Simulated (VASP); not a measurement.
Input of a VASP 6.6.1 run:

INCAR

```
  PREC = Accurate
  ENCUT = 600
  EDIFF = 1E-7
  ISMEAR = 0
  SIGMA = 0.1
  LREAL = F
  LASPH = T
  NELM = 100
  ALGO = Normal
  ISIF = 3
  LWAVE = F
  LCHARG = F
  GGA = PS
  IBRION = 2
  NSW = 90
  EDIFFG = -0.005
```

The input KPOINTS:

```
Automatic mesh
0
Gamma
  20 20 20
```

POSCAR

```
Ni
1.0
   -1.3967612200      1.3967612200      1.3967612200
    1.3967612200     -1.3967612200      1.3967612200
    1.3967612200      1.3967612200     -1.3967612200
Ni
1
Direct
    0.0000000000      0.0000000000      0.0000000000
```

Potentials or basis: VASP PAW PBE potentials, release 64 (Ni).

Command:

```bash
$ cat potpaw_PBE.64/Ni/POTCAR > POTCAR
$ mpirun -np 1 vasp_std > vasp.out
```

Question: Estimate the band gap on the k mesh.

Answer: None (metal or under the smearing width).

Question: Estimate the relaxed volume.

Answer: 10.37 Å³/atom.

Question: What does it give for the relaxed cell?

Answer: a = 2.380 Å, b = 2.380 Å, c = 2.380 Å, α = 109.47°, β = 109.47°, γ = 109.47°.

The path:
| step | energy change (eV) | largest force (eV/Å) | pressure (GPa) | volume (Å³) |
| --- | --- | --- | --- | --- |
| 1 | 0.0000 | 0.0000 | -9.99 | 10.90 |
| 2 | 0.0022 | 0.0000 | 12.99 | 9.86 |
| 3 | -0.0173 | 0.0000 | -0.09 | 10.38 |
| 4 | -0.0173 | 0.0000 | 0.14 | 10.37 |
| 5 | -0.0173 | 0.0000 | -0.12 | 10.38 |
| 6 | -0.0174 | 0.0000 | 0.01 | 10.37 |

Caveat: the PAW data sets were made with another functional, which shifts forces and pressure a little; the run has no spin polarisation, though such a crystal can be magnetic. Spin polarisation is off, so any magnetic state and its effect on volume and gap are missing.
